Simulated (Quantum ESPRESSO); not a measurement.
CuO: band structure with PBEsol

CuO:

```xyz
4
Lattice="2.3446 -1.7134 0.0000 2.3446 1.7134 0.0000 -0.8605 0.0000 5.0594" Properties=species:S:1:pos:R:3 pbc="T T T"
Cu    1.1723    0.8457    0.0000
Cu    0.7420   -0.8457    2.5297
O     2.0724   -0.2841    1.2836
O     1.6421    0.2841    3.8133
```

- Program: Quantum ESPRESSO 7.5
- Task: band structure
- Functional: PBEsol
- Potentials or basis: GBRV 1.5 PBEsol
- Cutoff: 762 eV
- Density cutoff: 6095 eV
- k mesh: 10 × 10 × 5
- Occupations: fermi-dirac, width 0.05 eV
- Spin: no spin polarisation
- Mixing beta: 0.5
- Most SCF iterations: 120
- SCF threshold: 8e-10 Ry

```json
{"Pressure": "-2.2 GPa", "Largest force": "0.763 eV/Å", "Band gap on the k mesh": "none (metal or under the smearing width)"}
```

Forces on the atoms (eV/Å):
```
Cu  -0.616  0.333  0.236
Cu  -0.616 -0.333  0.236
O    0.616  0.383 -0.236
O    0.616 -0.383 -0.236
```

Stress tensor (GPa, compression positive):
```
-2.60  0.00 -1.29
 0.00 -0.26  0.00
-1.29  0.00 -3.68
```

Levels at the corners of the path, in eV from the Fermi level:
```tsv
point	band 21	band 22	band 23	band 24	band 25	band 26	band 27	band 28	band 29	band 30
Γ	-2.36	-2.25	-2.16	-1.68	0.21	0.93	1.59	5.82	8.02	13.12
Y	-2.16	-2.15	-1.65	-1.24	-0.67	1.08	3.16	6.86	8.36	9.84
F	-1.94	-1.87	-1.35	-1.34	-0.66	0.20	4.06	5.97	8.52	9.34
L	-1.69	-1.69	-1.32	-1.32	-0.40	-0.40	5.03	5.03	8.83	8.83
I	-1.83	-1.83	-1.51	-1.51	-0.28	-0.28	5.69	5.69	8.92	8.92
I1	-1.83	-1.83	-1.51	-1.51	-0.28	-0.28	5.69	5.69	8.92	8.92
Z	-2.27	-2.27	-1.51	-1.51	0.25	0.25	3.80	3.80	11.48	11.48
F1	-1.94	-1.87	-1.35	-1.34	-0.66	0.20	4.06	5.97	8.52	9.34
Y	-2.16	-2.15	-1.65	-1.24	-0.67	1.08	3.16	6.86	8.36	9.84
X1	-2.09	-2.03	-1.42	-1.34	-1.31	0.90	4.70	7.01	7.50	9.68
X	-2.09	-2.03	-1.42	-1.34	-1.31	0.90	4.70	7.01	7.50	9.68
Γ	-2.36	-2.25	-2.16	-1.68	0.21	0.93	1.59	5.82	8.02	13.12
N	-2.08	-1.62	-1.52	-1.42	-0.03	0.29	4.70	6.12	6.81	10.91
M	-2.23	-2.18	-1.74	-1.63	-0.09	0.74	4.95	6.38	7.88	8.38
Γ	-2.36	-2.25	-2.16	-1.68	0.21	0.93	1.59	5.82	8.02	13.12
```

Wall time 4.2 min on 1 thread of Arm Neoverse V1, on a shared host, peak memory 0.32 GiB.

Caveat: the run has no spin polarisation, though such a crystal can be magnetic; semilocal functionals often make such compounds metallic where correlation or magnetic order opens a gap, which also shifts bond lengths. With open d or f shells a metallic result of PBEsol can be an artefact of self-interaction; +U or a hybrid may open a gap.
